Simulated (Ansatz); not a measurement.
# Notes on a calculation: zincblende-structured BaS

Computed with Ansatz (plane waves, PAW, 420 eV cutoff): PBEsol, scalar-relativistic, no spin polarisation, Γ-centred 8×8×8 mesh, 0.05 eV Gaussian smearing; PAW files: Ansatz's generated set soft_2.

This is a trial structure; measured cells of the compound in the Crystallography Open Database are in space group Fm-3m (rock salt).

Starting cell:

```
Ba S
1.0
     0.00000    3.47334    3.47334
     3.47334    0.00000    3.47334
     3.47334    3.47334    0.00000
Ba S
1 1
Direct
  0.00000 0.00000 0.00000
  0.25000 0.25000 0.25000
```

The runs in order:

| run | level | k-mesh | kind | V (Å³/atom) | P (GPa) | E − E(final) (meV/atom) | gap on the mesh (eV) |
| --- | --- | --- | --- | --- | --- | --- | --- |
| 1 | PBEsol | 8×8×8 | fixed cell | 41.90 | -0.1 | 0.1 | 2.67 |
| 2 | PBEsol | 8×8×8 | fixed cell | 41.74 | 0.0 | 0.0 | 2.67 |

The cell is relaxed to zero pressure at this level.

The final structure (symmetry read at 0.01 Å). It takes space group F-43m (No. 216, cubic). The conventional cell has a = 6.937 Å, b = 6.937 Å, c = 6.937 Å, α = 90.00°, β = 90.00°, γ = 90.00°. Ba (site symmetry -43m) has 4 S at 3.00 Å as nearest neighbours. S (site symmetry -43m) is surrounded by 4 Ba at 3.00 Å. (Shells end 15 % past the nearest neighbour.)

```csv
atom,site,symmetry,x,y,z
Ba,4a,-43m,0.0000,0.0000,0.0000
S,4d,-43m,0.2500,0.2500,0.7500
```

- At the final geometry the gap, band path included, is 2.67 eV.
- The equation of state gives B0 = 30 GPa and B0′ = 4.0.
- The elastic tensor is positive definite (smallest eigenvalue 2.7 GPa).
- Against the elements' standard states, run alike and uncorrected, the formation energy is -1.87 eV/atom.

**What lies behind the numbers.**

Formal charges Ba²⁺, S²⁻ balance and leave closed shells on every ion, so a band insulator is expected, and the gap is 2.67 eV.

Within 0.6 eV of the edges the projected states are 97 % S 3p at the top of the valence band and 76 % Ba 6s at the bottom of the conduction band. The lowest excitation takes an electron from S back to Ba, as in ionic insulators.

Semilocal functionals underestimate band gaps, commonly by a third or more. These numbers lack spin–orbit coupling.
